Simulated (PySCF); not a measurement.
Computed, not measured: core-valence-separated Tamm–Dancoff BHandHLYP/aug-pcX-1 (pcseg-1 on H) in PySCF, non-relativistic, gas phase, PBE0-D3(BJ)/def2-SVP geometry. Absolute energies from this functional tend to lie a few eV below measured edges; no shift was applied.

Main lines of an unknown, eV (oscillator strength): C K: 285.3 (0.009), 285.5 (0.015), 285.5 (0.020), 286.0 (0.025), 286.0 (0.016); O K: 532.1 (0.020), 534.2 (0.005), 534.4 (0.005), 534.5 (0.016), 535.0 (0.013). Listed: the first five lines at most of each edge with a tenth or more of its strongest line's intensity; roots within 0.03 eV on the same or equivalent atoms are summed. Only the lowest roots were sought, and the top ones are left out.

**Question.** Which candidate gives them?
A. `CCCOC`
B. `CCCCO`
C. `C(C)OCC`

**Answer.** B. 

- `CCCCO`: C K: 285.3 (0.009), 285.5 (0.015), 285.5 (0.020), 286.0 (0.025), 286.0 (0.016); O K: 532.1 (0.020), 534.2 (0.005), 534.4 (0.005), 534.5 (0.016), 535.0 (0.013). First C line listed at 285.3 eV, hole on the methyl carbon; first O line listed at 532.1 eV, hole on the alcohol oxygen.
- `CCOCC`: C K: 285.3 (0.020), 286.1 (0.048), 286.1 (0.053), 286.6 (0.015), 286.7 (0.052); O K: 533.9 (0.009), 534.2 (0.011), 534.3 (0.008), 534.4 (0.006), 535.0 (0.015). First C line listed at 285.3 eV, hole on the methyl carbon; first O line listed at 533.9 eV, hole on the ether oxygen.
- `CCCOC`: C K: 285.3 (0.008), 285.7 (0.015), 286.0 (0.028), 286.1 (0.015), 286.1 (0.037); O K: 533.8 (0.012), 533.9 (0.006), 534.3 (0.016), 534.6 (0.002), 535.3 (0.009). First C line listed at 285.3 eV, hole on the methyl carbon; first O line listed at 533.8 eV, hole on the ether oxygen.

One conformer each; other structures than these candidates weren't tested.

Shape of the structure used: `[CH3:1][CH2:2][CH2:3][CH2:4][OH:5]`: C1–C2–C3–C4 180°, C2–C3–C4–O5 -63°, H–O5–C4–C3 68°.
